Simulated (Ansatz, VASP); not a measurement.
## One calculation of Ir, two programs

```
CELL_PARAMETERS angstrom
0.00000 1.93445 1.93445
1.93445 0.00000 1.93445
1.93445 1.93445 0.00000
ATOMIC_POSITIONS crystal
Ir 0.00000 0.00000 0.00000
```

Alike in both runs: functional PBE; k mesh 12 × 12 × 12; no spin polarisation.

Ansatz relaxed the structure, and its values are those at the end. VASP's run is a single point on that final structure, the one shown.

```csv
,VASP,Ansatz
version,VASP 6.6.1,Ansatz 0.2.0
potentials or method,"VASP PAW PBE potentials, release 64 (Ir)","plane waves, PAW"
plane-wave cutoff (eV),520,517
occupations,"methfessel-paxton of order 1, width 0.1 eV","cold, width 0.1 eV"
valence electrons in the cell,9,17
```

```csv
,VASP,Ansatz,Ansatz less VASP
pressure (GPa),0.5,0.0,-0.53
```

The two sets of potentials don't hold the same shells in valence.

The runs have no spin-orbit coupling, so splittings on Ir are missing.
